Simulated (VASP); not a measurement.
Here is a VASP 6.6.1 calculation.

File INCAR:

```
PREC     = Accurate       # precision mode
ENCUT    = 600            # plane-wave cutoff, eV
EDIFF    = 1E-6           # SCF threshold, eV
ISMEAR   = -1             # smearing method
SIGMA    = 0.05           # smearing width, eV
LREAL    = False          # projectors in reciprocal space
LASPH    = True           # aspherical terms in the spheres
NELM     = 60             # most SCF steps
ALGO     = Fast           # electronic algorithm
ISIF     = 3              # what is computed and relaxed
LWAVE    = False          # write WAVECAR
LCHARG   = False          # write CHGCAR
GGA      = PE             # functional
IBRION   = 2              # ionic algorithm
NSW      = 60             # ionic steps
EDIFFG   = -0.01          # ionic threshold
```

The input KPOINTS:

```
regular mesh
0
Gamma
  7 7 10
```

POSCAR

```
TiO2
1.0
    4.5922000000      0.0000000000      0.0000000000
    0.0000000000      4.5922000000      0.0000000000
    0.0000000000      0.0000000000      2.9574000000
Ti O
2 4
Direct
    0.0000000000      0.0000000000      0.0000000000
    0.5000000000      0.5000000000      0.5000000000
    0.3049600000      0.3049600000      0.0000000000
    0.1950400000      0.8049600000      0.5000000000
    0.6950400000      0.6950400000      0.0000000000
    0.8049600000      0.1950400000      0.5000000000
```

Potentials or basis: VASP PAW PBE potentials, release 64 (Ti_sv, O).

The run is started by

```bash
$ cat potpaw_PBE.64/Ti_sv/POTCAR potpaw_PBE.64/O/POTCAR > POTCAR
$ mpirun -np 1 vasp_std > vasp.out
```

What does it give for the relaxed volume?

10.66 Å³/atom.

What does it give for the space group after relaxing (to 0.05 Å)?

P4_2/mnm (No. 136).

Final structure:
```
Ti O
1.0
     4.64433    0.00000    0.00000
     0.00000    4.64433    0.00000
     0.00000    0.00000    2.96634
Ti O
2 4
Direct
  0.00000 0.00000 0.00000
  0.50000 0.50000 0.50000
  0.30496 0.30496 0.00000
  0.19504 0.80496 0.50000
  0.69504 0.69504 0.00000
  0.80496 0.19504 0.50000
```

 Zero-point motion and thermal expansion aren't in these numbers.
